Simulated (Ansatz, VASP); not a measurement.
## One calculation of Ga, two programs

```xyz
1
Lattice="-1.6884 1.6884 1.6884 1.6884 -1.6884 1.6884 1.6884 1.6884 -1.6884" Properties=species:S:1:pos:R:3 pbc="T T T"
Ga    0.0000    0.0000    0.0000
```

Alike in both runs: task relaxation of cell and atoms; functional PBE; k mesh 18 × 18 × 18; occupations gaussian, width 0.1 eV; no spin polarisation.

|  | VASP | Ansatz |
| --- | --- | --- |
| version | VASP 6.6.1 | Ansatz 0.2.0 |
| potentials or method | VASP PAW PBE potentials, release 64 (Ga_d) | scalar-relativistic, plane waves, PAW |
| plane-wave cutoff (eV) | 600 | 420 |
| valence electrons in the cell | 13 | 13 |

Ansatz gave:

```
gap on the k mesh at the Fermi level, each at its own relaxed structure (eV) : none
relaxed volume (Å³/atom)                                                     : 19.19
relaxed cell length with the largest relative difference (Å)                 : 2.921
```

Which values does VASP return?

gap on the k mesh at the Fermi level, each at its own relaxed structure (eV): none; relaxed volume (Å³/atom): 19.20; relaxed cell length with the largest relative difference (Å): 2.922.

A gap of «none» marks a metal or a gap that the smearing closes.
